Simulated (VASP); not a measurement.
# AlN in VASP: one cell, several levels of theory, part 1 of 2

Aim: gap, levels, forces and stress of rocksalt AlN, under +2.6 % shear in the xy plane at fixed geometry. Runs: PBE, r2SCAN. The results are then set beside those of Ansatz 0.2.0 for the same cell. This is a trial cell built on a prototype, not taken from a measured structure, and it needn't be the compound's ground state.

The runs shown are made with VASP 6.6.1. PAW datasets, plane waves. No spin polarisation. The prototype was imposed, so other structures may be more stable.

## (1) The system as given

The cell comes from an earlier relaxation with r2SCAN in another program, then strained, with the atoms relaxed again.

The symmetry is Immm (No. 71, orthorhombic); conventional cell a = 2.819 Å, b = 2.892 Å, c = 4.038 Å, 8.23 Å³ an atom. Al has 6 N at 2.02 Å; N has 6 Al at 2.02 Å.

As a file:

```cif
data_structure
_symmetry_space_group_name_H-M 'Immm'
_symmetry_Int_Tables_number 71
_cell_length_a 2.8186
_cell_length_b 2.8917
_cell_length_c 4.0377
_cell_angle_alpha 90.000
_cell_angle_beta 90.000
_cell_angle_gamma 90.000
_cell_volume 32.91
loop_
_atom_site_label
_atom_site_type_symbol
_atom_site_symmetry_multiplicity
_atom_site_Wyckoff_symbol
_atom_site_fract_x
_atom_site_fract_y
_atom_site_fract_z
_atom_site_occupancy
Al1 Al 2 a 0.00000 0.00000 0.00000 1
N1 N 2 c 0.50000 0.50000 0.00000 1
```

## (2) PBE at this geometry

INCAR

```
ENCUT = 520.000000
SIGMA = 0.020000
EDIFF = 1.00e-07
GGA = PE
PREC = Accurate
IBRION = -1
ISIF = 2
ISMEAR = -1
NBANDS = 11
NELM = 120
NSW = 0
LASPH = .TRUE.
LCHARG = .TRUE.
LELF = .TRUE.
LWAVE = .FALSE.
LREAL = .FALSE.
```

KPOINTS

```
KPOINTS created by Atomic Simulation Environment
0
Gamma
10 10 10
0 0 0
```

KPOINTS_OPT

```
special points
6
Reciprocal
0.0000000000 0.0000000000 0.0000000000 1
0.5000000000 0.0000000000 0.5000000000 1
0.6250000000 0.2500000000 0.6250000000 1
0.3750000000 0.3750000000 0.7500000000 1
0.5000000000 0.5000000000 0.5000000000 1
0.5000000000 0.2500000000 0.7500000000 1
```

POSCAR

```
Al N
 1.0000000000000000
     0.0258415161000000    2.0188684453999999    2.0188684453999999
     2.0188684453999999    0.0258415161000000    2.0188684453999999
     2.0447099615000002    2.0447099615000002    0.0000000000000000
 Al  N
   1   1
Cartesian
  0.0000000000000000  0.0000000000000000  0.0000000000000000
  2.0447099614999997  2.0447099614999997  2.0188684453999999
```

The run uses the recommended PBE PAW datasets (8 valence electrons a neutral cell).

The run is started by

```sh
> mpirun -np 1 vasp_std
```

Printed to the terminal (iteration lines stand in OSZICAR):

```text
POSCAR found type information on POSCAR AlN
 POSCAR found :  2 types and       2 ions
 LDA part: xc-table for (Slater+PW92), standard interpolation
 POSCAR, INCAR and KPOINTS ok, starting setup
 FFT: planning ... GRIDC
 FFT: planning ... GRID_SOFT
 FFT: planning ... GRID
 WAVECAR not read
 entering main loop
 Start KPOINTS_OPT (optional k-point list driver)
k-point batch [1-6\6]
```

OSZICAR:

```text
N       E                     dE             d eps       ncg     rms          rms(c)
DAV:   1     0.104915147875E+02    0.10492E+02   -0.40546E+03  3842   0.624E+02
DAV:   2    -0.155246585618E+02   -0.26016E+02   -0.24934E+02  4499   0.139E+02
DAV:   3    -0.162740052617E+02   -0.74935E+00   -0.74806E+00  4549   0.217E+01
DAV:   4    -0.162769763268E+02   -0.29711E-02   -0.29708E-02  4247   0.148E+00
DAV:   5    -0.162770017816E+02   -0.25455E-04   -0.25454E-04  4446   0.130E-01    0.761E+00
DAV:   6    -0.145484577295E+02    0.17285E+01   -0.74576E+00  4155   0.145E+01    0.270E+00
DAV:   7    -0.145334109281E+02    0.15047E-01   -0.18410E-01  4243   0.313E+00    0.178E+00
DAV:   8    -0.145279342950E+02    0.54766E-02   -0.15637E-02  3969   0.109E+00    0.335E-01
DAV:   9    -0.145275823454E+02    0.35195E-03   -0.14716E-03  4347   0.230E-01    0.151E-01
DAV:  10    -0.145276390582E+02   -0.56713E-04   -0.13576E-04  4199   0.858E-02    0.418E-02
DAV:  11    -0.145276333878E+02    0.56704E-05   -0.18160E-05  4472   0.240E-02    0.760E-03
DAV:  12    -0.145276331398E+02    0.24801E-06   -0.62860E-07  4110   0.668E-03    0.133E-03
DAV:  13    -0.145276331119E+02    0.27883E-07   -0.10620E-08  2247   0.709E-04
   1 F= -.14527633E+02 E0= -.14527633E+02  d E =-.865170E-11
       N       E                     dE             ncg
DAV:   1     0.203578892361E+04   -0.16722E+04      132
DAV:   2     0.188701918062E+04   -0.14877E+03      193
DAV:   3     0.188349312719E+04   -0.35261E+01      159
DAV:   4     0.188347424262E+04   -0.18885E-01      164
DAV:   5     0.188347410640E+04   -0.13623E-03      156
DAV:   6     0.188347410468E+04   -0.17198E-05      161
DAV:   7     0.188347410465E+04   -0.24734E-07      145
```

The lines after F= are the extra pass for the points of KPOINTS_OPT, at fixed density; their E is not a total energy.

OUTCAR, selected sections:

```text
k-points           NKPTS =    171   k-points in BZ     NKDIM =    171   number of bands    NBANDS=     11

   NELECT =       8.0000    total number of electrons

   dimension x,y,z NGX =    24 NGY =   24 NGZ =   24
   dimension x,y,z NGXF=    48 NGYF=   48 NGZF=   48

  energy-cutoff  :      520.00
  volume of cell :       16.45
      direct lattice vectors                 reciprocal lattice vectors
     0.025841516  2.018868445  2.018868445    -0.250874683  0.250874683  0.247663488
     2.018868445  0.025841516  2.018868445     0.250874683 -0.250874683  0.247663488
     2.044709962  2.044709962  0.000000000     0.244533459  0.244533459 -0.247663488

 k-points in reciprocal lattice and weights: KPOINTS created by Atomic Simulation Env
   0.00000000  0.00000000  0.00000000       0.001
   0.10000000 -0.00000000  0.00000000       0.004
   0.20000000 -0.00000000  0.00000000       0.004
   0.30000000  0.00000000  0.00000000       0.004
   0.40000000  0.00000000  0.00000000       0.004
   0.50000000  0.00000000  0.00000000       0.002
   0.10000000  0.10000000  0.00000000       0.002
   0.20000000  0.10000000  0.00000000       0.004
[... 163 more k-points ...]

 E-fermi :  10.5680

 k-point     1 :       0.0000    0.0000    0.0000
  band No.  band energies     occupation
      1      -7.5713      2.00000
      2       9.8437      2.00000
      3      10.0158      2.00000
      4      10.2016      2.00000
      5      15.7343      0.00000
      6      21.8118      0.00000
      7      22.2264      0.00000
      8      22.6004      0.00000
      9      27.3044      0.00000
     10      27.8437      0.00000
     11      27.8550      0.00000

 k-point     2 :       0.1000   -0.0000    0.0000
  band No.  band energies     occupation
      1      -7.3614      2.00000
      2       9.1247      2.00000
      3       9.7203      2.00000
      4       9.9530      2.00000
      5      16.3269      0.00000
      6      21.4749      0.00000
      7      22.1310      0.00000
      8      22.6408      0.00000
      9      26.1620      0.00000
     10      26.3171      0.00000
     11      28.2185      0.00000

 k-point     3 :       0.2000   -0.0000    0.0000
  band No.  band energies     occupation
      1      -6.7508      2.00000
      2       6.9905      2.00000
      3       9.4220      2.00000
      4       9.6306      2.00000
      5      16.8872      0.00000
      6      20.9584      0.00000
      7      22.3958      0.00000
      8      22.6911      0.00000
      9      25.4401      0.00000
     10      25.8958      0.00000
     11      27.5742      0.00000

 k-point     4 :       0.3000    0.0000    0.0000
  band No.  band energies     occupation
      1      -5.8136      2.00000
      2       4.6437      2.00000
      3       9.0933      2.00000
      4       9.2802      2.00000
      5      16.5646      0.00000
      6      21.6862      0.00000
      7      21.8924      0.00000
      8      21.9193      0.00000
      9      26.6896      0.00000
     10      26.8897      0.00000
     11      27.5314      0.00000

 k-point     5 :       0.4000    0.0000    0.0000
  band No.  band energies     occupation
      1      -4.7691      2.00000
      2       2.6558      2.00000
      3       8.8528      2.00000
      4       9.0238      2.00000
      5      16.1494      0.00000
      6      20.9983      0.00000
      7      21.2205      0.00000
      8      23.0575      0.00000
      9      26.1470      0.00000
     10      29.1572      0.00000
     11      29.8270      0.00000

 k-point     6 :       0.5000    0.0000    0.0000
  band No.  band energies     occupation
      1      -4.2246      2.00000
      2       1.7827      2.00000
      3       8.7660      2.00000
      4       8.9311      2.00000
      5      15.9966      0.00000
      6      20.7491      0.00000
      7      20.9790      0.00000
      8      23.4973      0.00000
      9      26.0164      0.00000
     10      30.5296      0.00000
     11      31.2024      0.00000

 k-point     7 :       0.1000    0.1000    0.0000
  band No.  band energies     occupation
      1      -7.2972      2.00000
      2       9.0775      2.00000
      3       9.4581      2.00000
      4       9.8485      2.00000
      5      16.6169      0.00000
      6      20.6700      0.00000
      7      22.4702      0.00000
      8      23.1777      0.00000
      9      24.5460      0.00000
     10      28.1787      0.00000
     11      29.4451      0.00000

 k-point     8 :       0.2000    0.1000    0.0000
  band No.  band energies     occupation
      1      -6.8263      2.00000
      2       7.5815      2.00000
      3       9.0718      2.00000
      4       9.5011      2.00000
      5      17.3414      0.00000
      6      19.9559      0.00000
      7      22.5277      0.00000
      8      23.0222      0.00000
      9      24.2971      0.00000
     10      27.3850      0.00000
     11      29.2354      0.00000

 k-point     9 :       0.3000    0.1000    0.0000
  band No.  band energies     occupation
      1      -6.0003      2.00000
      2       5.4520      2.00000
      3       8.7277      2.00000
      4       9.0139      2.00000
      5      17.2304      0.00000
      6      20.7985      0.00000
      7      21.2268      0.00000
      8      22.7083      0.00000
      9      25.7597      0.00000
     10      28.0513      0.00000
     11      28.5252      0.00000

 k-point    10 :       0.4000    0.1000    0.0000
  band No.  band energies     occupation
      1      -4.9720      2.00000
      2       3.3911      2.00000
      3       8.5309      2.00000
      4       8.5363      2.00000
      5      16.8367      0.00000
      6      20.3126      0.00000
      7      21.8967      0.00000
      8      22.3837      0.00000
      9      27.2385      0.00000
     10      28.4126      0.00000
     11      29.8845      0.00000

 k-point    11 :       0.5000    0.1000    0.0000
  band No.  band energies     occupation
      1      -4.1802      2.00000
      2       2.0858      2.00000
      3       8.1964      2.00000
      4       8.5446      2.00000
      5      16.6648      0.00000
      6      19.9814      0.00000
      7      21.3095      0.00000
      8      23.3291      0.00000
      9      27.4109      0.00000
     10      29.9006      0.00000
     11      30.8019      0.00000

[... the tables of k-points 12 to 171 left out ...]

  Total        0.6476310      0.6476310      0.6181699     -0.8318057      0.0000000     -0.0000000
  in kB       63.0601950     63.0601950     60.1915544    -80.9933858      0.0000000     -0.0000000
  external PRESSURE =      62.1039815 kB  Pullay stress =       0.0000000 kB

 POSITION                                       TOTAL-FORCE (eV/Angst)
 -----------------------------------------------------------------------------------
      0.00000      0.00000      0.00000         0.000000     -0.000000      0.000000
      2.04471      2.04471      2.01887        -0.000000      0.000000     -0.000000
 -----------------------------------------------------------------------------------
    total drift:                               -0.000000     -0.000000      0.000000

  FREE ENERGIE OF THE ION-ELECTRON SYSTEM (eV)
  ---------------------------------------------------
  free  energy   TOTEN  =       -14.5276331119 eV

  energy  without entropy=      -14.5276331119  energy(sigma->0) =      -14.52763311
```

Hardware: 1 MPI rank of Intel Xeon 6975P-C, shared host.

The levels at the points of KPOINTS_OPT are read from vasprun.xml.

Near the gap, in eV above the top of the last filled band v; c is the band after it:

```csv
point,v−1,v,c,c+1
Γ,-0.19,0.00,5.53,11.61
X,-2.99,-2.99,4.47,5.11
U,-5.65,-2.49,5.71,9.10
K,-5.80,-2.24,6.08,8.70
L,-1.26,-1.09,6.14,10.95
W,-5.91,-4.09,7.93,10.51
```

The PBE gap is 4.26 eV and indirect (Γ to (0.50, 0.50, 0.00)), with 5.53 eV as the least direct one. Pressure: 6.21 GPa; the forces vanish within 0.01 eV/Å.

Axes a, b and c in the maps are those of this run's conventional cell (a, b, c = 2.819, 2.892, 4.038 Å).

Density in a lattice plane of the grid's cell (edges 2.82 and 4.04 Å, at 0.000 of the third edge), which holds Al and N.

Ten even steps from '0' (0.00 e/Å³) to '9' (3.76 e/Å³):
```
0000000000000000
0000000000000000
0000000000000000
0000000000000000
1110000000000011
2211000000000112
4432100000001234
7753210000012357
9974210000012479
9985311000113589
9974210000012479
7753210000012357
4432100000001234
2211000000000112
1110000000000011
0000000000000000
0000000000000000
0000000000000000
0000000000000000
0000000000000000
```
Columns run along the first of these edges and rows up along the second, over one cell in 16 and 20 even steps from the bottom left corner. Atoms in the plane (fractional): Al at (0.00, 0.00), N at (0.00, 0.50).

ELF in the same plane.

Values, 12 rows by 8 columns:
```
0.03 0.02 0.09 0.16 0.16 0.16 0.09 0.02
0.46 0.28 0.14 0.11 0.10 0.11 0.14 0.28
0.79 0.67 0.35 0.11 0.06 0.11 0.35 0.67
0.84 0.81 0.64 0.25 0.09 0.25 0.64 0.81
0.55 0.76 0.79 0.44 0.15 0.44 0.79 0.76
0.05 0.60 0.82 0.52 0.18 0.52 0.82 0.60
0.55 0.76 0.79 0.44 0.15 0.44 0.79 0.76
0.84 0.81 0.64 0.25 0.09 0.25 0.64 0.81
0.79 0.67 0.35 0.11 0.06 0.11 0.35 0.67
0.46 0.28 0.14 0.11 0.10 0.11 0.14 0.28
0.03 0.02 0.09 0.16 0.16 0.16 0.09 0.02
0.00 0.01 0.10 0.20 0.19 0.20 0.10 0.01
```
Columns run along the first of these edges and rows up along the second, over one cell in 8 and 12 even steps from the bottom left corner. Atoms in the plane (fractional): Al at (0.00, 0.00), N at (0.00, 0.50).

Both are smooth fields of the valence electrons: close to the nuclei they are not physical.

Outside the cores ELF peaks at 0.85 in the shell around N, 0.7 Å from N.

(Continued in part 2 of 2.)
